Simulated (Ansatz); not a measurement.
**LiF: a vibration from a frozen displacement**

Computed with Ansatz 0.2.0, DFT PBEsol, scalar-relativistic, plane waves, PAW. Settings: plane waves to 420 eV, k-mesh 10×10×10 (Γ-centred), Gaussian smearing 0.05 eV. No spin polarisation. Energies are free energies at this smearing, counted from the undisturbed cell; pressure is positive in compression.

Reference structure (as given, not relaxed at this level; it stands at -1.1 GPa):

```
Li F
1.0
     0.00000    2.01400    2.01400
     2.01400    0.00000    2.01400
     2.01400    2.01400    0.00000
Li F
1 1
Direct
  0.00000 0.00000 0.00000
  0.50000 0.50000 0.50000
```

Every Li atom is moved by x along the Cartesian unit vector (0.000, -0.707, -0.707); the cell and all other atoms stay fixed. The cell's volume is 16.34 Å³; the moved atoms weigh 6.940 u together and the others 18.998 u. Some rows repeat others by symmetry and weren't run.

| x (Å) | ΔE (meV/cell) | total force on the moved atoms along the move (eV/Å) | pressure (GPa) |
| --- | --- | --- | --- |
| -0.1000 | 7.80 | 0.1581 | -0.6657 |
| -0.0875 | 5.95 | 0.1375 | -0.7580 |
| -0.0750 | 4.36 | 0.1172 | -0.8378 |
| -0.0625 | 3.02 | 0.0972 | -0.9053 |
| -0.0500 | 1.93 | 0.0775 | -0.9604 |
| -0.0375 | 1.08 | 0.0580 | -1.0033 |
| -0.0250 | 0.48 | 0.0385 | -1.0339 |
| -0.0125 | 0.12 | 0.0192 | -1.0522 |
| 0.0000 | 0.00 | 0.0000 | -1.0584 |
| 0.0125 | 0.12 | -0.0192 | -1.0522 |
| 0.0250 | 0.48 | -0.0385 | -1.0339 |
| 0.0375 | 1.08 | -0.0580 | -1.0033 |
| 0.0500 | 1.93 | -0.0775 | -0.9604 |
| 0.0625 | 3.02 | -0.0972 | -0.9053 |
| 0.0750 | 4.36 | -0.1172 | -0.8378 |
| 0.0875 | 5.95 | -0.1375 | -0.7580 |
| 0.1000 | 7.80 | -0.1581 | -0.6657 |

Task: What frequency belongs to this motion?

Result: The force constant is k = −dF/dx = 1.539 eV/Å², from the parabola through x = -0.0125, 0 and 0.0125. In every cell the moved atoms swing against the rest, so the mass is μ = m₁m₂/(m₁ + m₂) = 5.083 u, and ν̃ = 521.5 cm⁻¹ × √(|k|/μ) = 287 cm⁻¹, at this cell's pressure of -1.1 GPa. To first order in x, and within 1 %, the force on every atom lies along the move and, within each of the two groups, in proportion to the atom's mass, so this is itself a mode at the zone centre of this cell, taken without macroscopic field (the transverse frequency in a polar insulator).

Task: How far does the harmonic law reach?

Result: At x = -0.100 Å, kx²/2 = 7.69 meV against the computed 7.80 meV (+1.4 %): the well is still close to harmonic there.